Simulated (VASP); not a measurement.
# HC60N3 (a cell with a defect) in VASP: settings compared, part 2 of 2

VASP 6.6.1.

## Step 3: Single point, LDA

File INCAR:

```
  PREC = Accurate
  ENCUT = 520
  EDIFF = 1E-6
  ISMEAR = 0
  SIGMA = 0.03
  LREAL = F
  LASPH = T
  NELM = 60
  ALGO = Fast
  ISIF = 2
  LWAVE = F
  LCHARG = F
  GGA = CA
  NBANDS = 166
```

File KPOINTS:

```
Automatic mesh
0
Gamma
  2 2 2
```

File POSCAR:

```
HC60N3
1.0
    7.1400000000      0.0000000000      0.0000000000
    0.0000000000      7.1400000000      0.0000000000
    0.0000000000      0.0000000000      7.1400000000
H C N
1 60 3
Direct
    0.5447440000      0.5447440000      0.5447440000
    0.6319130000      0.6319130000      0.6319130000
    0.5014860000      0.7507060000      0.7507060000
    0.7507060000      0.5014860000      0.7507060000
    0.7507060000      0.7507060000      0.5014860000
    0.4950870000      0.2505090000      0.7494590000
    0.4950870000      0.7494590000      0.2505090000
    0.2505090000      0.4950870000      0.7494590000
    0.7494590000      0.4950870000      0.2505090000
    0.2505090000      0.7494590000      0.4950870000
    0.7494590000      0.2505090000      0.4950870000
    0.6235760000      0.3759650000      0.8734240000
    0.6235760000      0.8734240000      0.3759650000
    0.3759650000      0.6235760000      0.8734240000
    0.8734240000      0.6235760000      0.3759650000
    0.3759650000      0.8734240000      0.6235760000
    0.8734240000      0.3759650000      0.6235760000
    0.5050870000      0.2510410000      0.2510410000
    0.2510410000      0.5050870000      0.2510410000
    0.2510410000      0.2510410000      0.5050870000
    0.1273950000      0.6227350000      0.6227350000
    0.6227350000      0.1273950000      0.6227350000
    0.6227350000      0.6227350000      0.1273950000
    0.9999620000      0.4999560000      0.4999560000
    0.4999560000      0.9999620000      0.4999560000
    0.4999560000      0.4999560000      0.9999620000
    0.1278200000      0.3773090000      0.3773090000
    0.3773090000      0.1278200000      0.3773090000
    0.3773090000      0.3773090000      0.1278200000
    0.6239330000      0.8758650000      0.8758650000
    0.8758650000      0.6239330000      0.8758650000
    0.8758650000      0.8758650000      0.6239330000
    0.0011195000      0.7494200000      0.7494200000
    0.7494200000      0.0011195000      0.7494200000
    0.7494200000      0.7494200000      0.0011195000
    0.1237350000      0.3750450000      0.8761320000
    0.1237350000      0.8761320000      0.3750450000
    0.3750450000      0.1237350000      0.8761320000
    0.8761320000      0.1237350000      0.3750450000
    0.3750450000      0.8761320000      0.1237350000
    0.8761320000      0.3750450000      0.1237350000
    0.9987500000      0.2495250000      0.7493430000
    0.9987500000      0.7493430000      0.2495250000
    0.2495250000      0.9987500000      0.7493430000
    0.7493430000      0.9987500000      0.2495250000
    0.2495250000      0.7493430000      0.9987500000
    0.7493430000      0.2495250000      0.9987500000
    0.1237820000      0.1237820000      0.6246850000
    0.1237820000      0.6246850000      0.1237820000
    0.6246850000      0.1237820000      0.1237820000
    0.0017403000      0.2503660000      0.2503660000
    0.2503660000      0.0017403000      0.2503660000
    0.2503660000      0.2503660000      0.0017403000
    0.1249420000      0.8743930000      0.8743930000
    0.8743930000      0.1249420000      0.8743930000
    0.8743930000      0.8743930000      0.1249420000
    0.9999680000      0.9999680000      0.4998950000
    0.9999680000      0.4998950000      0.9999680000
    0.4998950000      0.9999680000      0.9999680000
    0.1254050000      0.1254050000      0.1254050000
    0.9997840000      0.9997840000      0.9997840000
    0.6351560000      0.3648080000      0.3648080000
    0.3648080000      0.6351560000      0.3648080000
    0.3648080000      0.3648080000      0.6351560000
```

Potentials or basis: VASP PAW LDA potentials, release 64 (H, C, N).

Started as:

```
$ cat potpaw_LDA.64/H/POTCAR potpaw_LDA.64/C/POTCAR potpaw_LDA.64/N/POTCAR > POTCAR
$ mpirun -np 1 vasp_std > vasp.out
```

Run time: 5.1 min. Hardware: 1 thread of AMD EPYC 9R45 (Zen 5), shared host; peak memory 0.38 GiB.

The run converged. Its results:

```
Free energy            : -635.3429 eV
Pressure               : -12.9 GPa
Largest force          : 0.548 eV/Å
Band gap on the k mesh : 3.63 eV, indirect (least direct gap 3.70 eV)
```

Forces in eV/Å, atoms in the order of the input:
```
H   -0.257 -0.257 -0.257
C    0.317  0.317  0.317
C    0.010 -0.006 -0.006
C   -0.006  0.010 -0.006
C   -0.006 -0.006  0.010
C   -0.053  0.074 -0.072
C   -0.053 -0.072  0.074
C    0.074 -0.053 -0.072
C   -0.072 -0.053  0.074
C    0.074 -0.072 -0.053
C   -0.072  0.074 -0.053
C    0.003  0.003  0.008
C    0.003  0.008  0.003
C    0.003  0.003  0.008
C    0.008  0.003  0.003
C    0.003  0.008  0.003
C    0.008  0.003  0.003
C    0.052  0.073  0.073
C    0.073  0.052  0.073
C    0.073  0.073  0.052
C   -0.011  0.000  0.000
C    0.000 -0.011  0.000
C    0.000  0.000 -0.011
C    0.004 -0.002 -0.002
C   -0.002  0.004 -0.002
C   -0.002 -0.002  0.004
C   -0.010 -0.001 -0.001
C   -0.001 -0.010 -0.001
C   -0.001 -0.001 -0.010
C   -0.001  0.003  0.003
C    0.003 -0.001  0.003
C    0.003  0.003 -0.001
C   -0.001  0.003  0.003
C    0.003 -0.001  0.003
C    0.003  0.003 -0.001
C    0.002 -0.004 -0.002
C    0.002 -0.002 -0.004
C   -0.004  0.002 -0.002
C   -0.002  0.002 -0.004
C   -0.004 -0.002  0.002
C   -0.002 -0.004  0.002
C    0.001  0.002 -0.003
C    0.001 -0.003  0.002
C    0.002  0.001 -0.003
C   -0.003  0.001  0.002
C    0.002 -0.003  0.001
C   -0.003  0.002  0.001
C    0.001  0.001  0.007
C    0.001  0.007  0.001
C    0.007  0.001  0.001
C   -0.003 -0.004 -0.004
C   -0.004 -0.003 -0.004
C   -0.004 -0.004 -0.003
C    0.000 -0.001 -0.001
C   -0.001  0.000 -0.001
C   -0.001 -0.001  0.000
C    0.002  0.002  0.003
C    0.002  0.003  0.002
C    0.003  0.002  0.002
C   -0.003 -0.003 -0.003
C    0.001  0.001  0.001
N    0.179 -0.169 -0.169
N   -0.169  0.179 -0.169
N   -0.169 -0.169  0.179
```

Stress tensor (GPa, compression positive):
```
-12.95  -0.66  -0.66
 -0.66 -12.95  -0.66
 -0.66  -0.66 -12.95
```

Levels at points of the mesh, in eV from the valence-band top:
```
           k point  band 125  band 126  band 127  band 128  band 129  band 130  band 131  band 132
(0.00, 0.00, 0.00)     -1.47     -0.30      0.00      0.00      3.70      3.87      3.87      4.07
(0.50, 0.00, 0.00)     -1.74     -1.01     -0.66     -0.55      3.63      3.76      4.61      4.99
(0.50, 0.50, 0.00)     -1.24     -1.21     -0.45     -0.29      4.95      4.97      5.19      5.42
(0.50, 0.50, 0.50)     -2.06     -0.80     -0.41     -0.41      4.86      4.86      5.06      5.38
```

Caveat: the k mesh is coarse (spacing up to 0.44 Å⁻¹), so the values aren't converged. Expect the measured gap to be larger: semilocal functionals such as LDA lack the derivative discontinuity.

## Step 4: Single point, r2SCAN

Changes to INCAR since step 3:

```diff
@@ -8,3 +8,3 @@
   NELM = 60
-  ALGO = Fast
+  ALGO = Normal
   ISIF = 2
@@ -12,3 +12,4 @@
   LCHARG = F
-  GGA = CA
+  METAGGA = R2SCAN
+  LMIXTAU = T
   NBANDS = 166
```

KPOINTS is that of step 3.

POSCAR is that of step 3.

Potentials or basis: VASP PAW PBE potentials, release 64 (H, C, N).

Started as:

```
$ cat potpaw_PBE.64/H/POTCAR potpaw_PBE.64/C/POTCAR potpaw_PBE.64/N/POTCAR > POTCAR
$ mpirun -np 1 vasp_std > vasp.out
```

OUTCAR:

```text
PREC = Accurate
   ENCUT = 520
   EDIFF = 1E-6
   ISMEAR = 0
   LREAL = F
   LASPH = T
   NELM = 60
   ISIF = 2
   METAGGA = R2SCAN

 ion  position               nearest neighbor table
   1  0.545  0.545  0.545-   2 1.08
   2  0.632  0.632  0.632-   1 1.08   3 1.52   4 1.52   5 1.52
   3  0.501  0.751  0.751-   2 1.52  30 1.54  16 1.55  14 1.55
   4  0.751  0.501  0.751-   2 1.52  31 1.54  17 1.55  12 1.55
   5  0.751  0.751  0.501-   2 1.52  32 1.54  15 1.55  13 1.55
   6  0.495  0.251  0.749-  64 1.48  38 1.54  22 1.56  12 1.56
   7  0.495  0.749  0.251-  63 1.48  40 1.54  23 1.56  13 1.56
[... 52 lines left out ...]
  60  0.125  0.125  0.125-  51 1.54  52 1.54  53 1.54  61 1.55
  61  1.000  1.000  1.000-  54 1.55  55 1.55  56 1.55  60 1.55
  62  0.635  0.365  0.365-  18 1.48  11 1.48   9 1.48
  63  0.365  0.635  0.365-  19 1.48  10 1.48   7 1.48
  64  0.365  0.365  0.635-  20 1.48   8 1.48   6 1.48

  LATTYP: Found a simple cubic cell.
 ALAT       =     7.1400000000

  Lattice vectors:

 A1 = (   7.1400000000,   0.0000000000,   0.0000000000)
 A2 = (   0.0000000000,   7.1400000000,   0.0000000000)
 A3 = (   0.0000000000,   0.0000000000,   7.1400000000)

Analysis of symmetry for initial positions (statically):
=====================================================================
 Subroutine PRICEL returns:
 Original cell was already a primitive cell.

 Routine SETGRP: Setting up the symmetry group for a
 simple cubic supercell.

 Subroutine GETGRP returns: Found  6 space group operations
 (whereof  6 operations were pure point group operations)
 out of a pool of 48 trial point group operations.

The static configuration has the point symmetry C_3v.

Analysis of symmetry for dynamics (positions and initial velocities):
=====================================================================
 Subroutine PRICEL returns:
 Original cell was already a primitive cell.

 Routine SETGRP: Setting up the symmetry group for a
[... 234 lines left out ...]
   METAGGA = R2SCAN    functional components
   LHFCALC =     F    Hartree Fock is set to
   AEXX    =    0.0000 exact exchange contribution
   IVDW    =     0    specifies the selected vdW correction
   LEPSILON=     F    determine dielectric tensor
   LRPA    =     F    only Hartree local field effects (RPA)
 non-spin polarized calculation
 Gauss-broadening in eV      SIGMA  =   0.03
  energy-cutoff  :      520.00
  volume of cell :      363.99
 maximum number of plane-waves:      9808
 NGX is ok and might be reduce to    54
   NGX = 27   NGY = 27   NGZ = 27

 number of electron     256.0000001 magnetization

 Free energy of the ion-electron system (eV)
  ---------------------------------------------------
  ext. energy  EPLUGINS =         0.00000000
  ---------------------------------------------------
  free energy    TOTEN  =      -617.34329524 eV

  energy without entropy =     -617.34329524  energy(sigma->0) =     -617.34329524

 E-fermi :   9.8851     XC(G=0): -14.1672

 val. band max:        9.7507774704   @ k =   0.0000   0.0000   0.0000
 cond. band min:      13.6937358573   @ k =   0.5000   0.0000   0.0000
 fundamental gap:      3.9429583869
 Fermi energy:         9.8850955650

 k-point     1 :       0.0000    0.0000    0.0000
  band No.  band energies     occupation
      1     -13.4915      2.00000
      2     -11.7859      2.00000
      3     -11.7859      2.00000
      4     -11.3191      2.00000
      5     -10.9066      2.00000
      6     -10.9066      2.00000
[... 561 lines left out ...]
    139      15.7358      0.00000
    140      15.7386      0.00000
 [bands above 140 left out]

------------------------ aborting loop because EDIFF is reached ----------------------------------------

  FORCE on cell =-STRESS in cart. coord.  units (eV):
  Direction    XX          YY          ZZ          XY          YZ          ZX
  --------------------------------------------------------------------------------------
  -------------------------------------------------------------------------------------
  Total       -6.4203507     -6.4203507     -6.4203507     -1.7439718     -1.7439718     -1.7439718
  in kB      -28.2601653    -28.2601653    -28.2601653     -7.6763611     -7.6763611     -7.6763611
  external PRESSURE =     -28.2601653 kB  Pullay stress =       0.0000000 kB

 VOLUME and BASIS-vectors are now :
 -----------------------------------------------------------------------------
  energy-cutoff  :      520.00
  volume of cell :      363.99
      direct lattice vectors                 reciprocal lattice vectors
     7.140000000  0.000000000  0.000000000     0.140056022  0.000000000  0.000000000
     0.000000000  7.140000000  0.000000000     0.000000000  0.140056022  0.000000000
     0.000000000  0.000000000  7.140000000     0.000000000  0.000000000  0.140056022

 POSITION                                       TOTAL-FORCE (eV/Angst)
 -----------------------------------------------------------------------------------
      3.88947      3.88947      3.88947         0.187351      0.187351      0.187351
      4.51186      4.51186      4.51186        -0.163572     -0.163572     -0.163572
      3.58061      5.36004      5.36004         0.027762     -0.007306     -0.007306
      5.36004      3.58061      5.36004        -0.007306      0.027762     -0.007306
      5.36004      5.36004      3.58061        -0.007306     -0.007306      0.027762
      3.53492      1.78863      5.35114         0.005336     -0.023862      0.024121
[... 56 lines left out ...]
      2.60473      4.53501      2.60473        -0.005798     -0.010173     -0.005798
      2.60473      2.60473      4.53501        -0.005798     -0.005798     -0.010173
 -----------------------------------------------------------------------------------
    total drift:                                0.000252      0.000252      0.000249

  FREE ENERGIE OF THE ION-ELECTRON SYSTEM (eV)
  ---------------------------------------------------
  free  energy   TOTEN  =      -617.3432952426 eV

  energy  without entropy=     -617.3432952425  energy(sigma->0) =     -617.34329524
```

OSZICAR:

```text
N       E                     dE             d eps       ncg     rms          rms(c)
DAV:   1     0.814344956623E+03    0.81434E+03   -0.14120E+05  1328   0.156E+03
DAV:   2    -0.619687232477E+03   -0.14340E+04   -0.13673E+04  1640   0.305E+02
DAV:   3    -0.691786955132E+03   -0.72100E+02   -0.71478E+02  1616   0.667E+01
[... 13 lines left out ...]
DAV:  17    -0.617343128082E+03    0.78709E-04   -0.67778E-05  1624   0.246E-02    0.726E-03
DAV:  18    -0.617343291538E+03   -0.16346E-03   -0.50054E-05  1472   0.261E-02    0.379E-03
DAV:  19    -0.617343293175E+03   -0.16364E-05   -0.50996E-06  1512   0.792E-03    0.188E-03
DAV:  20    -0.617343294899E+03   -0.17237E-05   -0.12068E-06   872   0.429E-03    0.103E-03
DAV:  21    -0.617343295243E+03   -0.34401E-06   -0.12915E-07   824   0.143E-03
   1 F= -.61734330E+03 E0= -.61734330E+03  d E =-.832959E-11
```

Run time: 18 min. Hardware: 1 thread of AMD EPYC 9R45 (Zen 5), shared host; peak memory 0.49 GiB.

Results:

```
Free energy            : -617.3433 eV
Pressure               : -2.8 GPa
Largest force          : 0.325 eV/Å
Band gap on the k mesh : 3.94 eV, indirect (least direct gap 4.01 eV)
```

Forces on the atoms (eV/Å):
```
H    0.187  0.187  0.187
C   -0.164 -0.164 -0.164
C    0.028 -0.007 -0.007
C   -0.007  0.028 -0.007
C   -0.007 -0.007  0.028
C    0.005 -0.024  0.024
C    0.005  0.024 -0.024
C   -0.024  0.005  0.024
C    0.024  0.005 -0.024
C   -0.024  0.024  0.005
C    0.024 -0.024  0.005
C   -0.008  0.017  0.001
C   -0.008  0.001  0.017
C    0.017 -0.008  0.001
C    0.001 -0.008  0.017
C    0.017  0.001 -0.008
C    0.001  0.017 -0.008
C   -0.004 -0.027 -0.027
C   -0.027 -0.004 -0.027
C   -0.027 -0.027 -0.004
C    0.001 -0.024 -0.024
C   -0.024  0.001 -0.024
C   -0.024 -0.024  0.001
C    0.007  0.000  0.000
C    0.000  0.007  0.000
C    0.000  0.000  0.007
C    0.002  0.023  0.023
C    0.023  0.002  0.023
C    0.023  0.023  0.002
C   -0.022  0.000  0.000
C    0.000 -0.022  0.000
C    0.000  0.000 -0.022
C    0.003  0.015  0.015
C    0.015  0.003  0.015
C    0.015  0.015  0.003
C    0.010  0.019 -0.011
C    0.010 -0.011  0.019
C    0.019  0.010 -0.011
C   -0.011  0.010  0.019
C    0.019 -0.011  0.010
C   -0.011  0.019  0.010
C    0.001 -0.014  0.004
C    0.001  0.004 -0.014
C   -0.014  0.001  0.004
C    0.004  0.001 -0.014
C   -0.014  0.004  0.001
C    0.004 -0.014  0.001
C    0.009  0.009 -0.009
C    0.009 -0.009  0.009
C   -0.009  0.009  0.009
C   -0.003 -0.019 -0.019
C   -0.019 -0.003 -0.019
C   -0.019 -0.019 -0.003
C    0.005 -0.005 -0.005
C   -0.005  0.005 -0.005
C   -0.005 -0.005  0.005
C    0.002  0.002  0.003
C    0.002  0.003  0.002
C    0.003  0.002  0.002
C    0.003  0.003  0.003
C    0.000  0.000  0.000
N   -0.010 -0.006 -0.006
N   -0.006 -0.010 -0.006
N   -0.006 -0.006 -0.010
```

Caveat: the k mesh is coarse (spacing up to 0.44 Å⁻¹), so the values aren't converged; the PAW data sets were made with another functional, which shifts forces and pressure a little. r2SCAN opens gaps a little over a GGA but as a rule still falls short of measured ones.

## Step 5: The runs side by side

| level | potentials or basis | gap on the mesh (eV) | pressure (GPa) | largest force (eV/Å) |
| --- | --- | --- | --- | --- |
| PBE | VASP PAW PBE potentials, release 64 (H, C, N) | 3.69 | 1.1 | 0.01 |
| LDA | VASP PAW LDA potentials, release 64 (H, C, N) | 3.63 | -12.9 | 0.55 |
| r2SCAN | VASP PAW PBE potentials, release 64 (H, C, N) | 3.94 | -2.8 | 0.32 |

Alike in all rows: task single point; no spin polarisation; cell as given; k mesh 2 × 2 × 2; cutoff (eV) 520; smearing gaussian 0.03 eV; the mesh is coarse, so values aren't converged.

Caveats: all runs use coarse meshes; the PAW data sets were made with another functional, which shifts forces and pressure a little (some runs).

Total energies depend on the potentials used, so only differences within one code and one set of settings carry meaning.
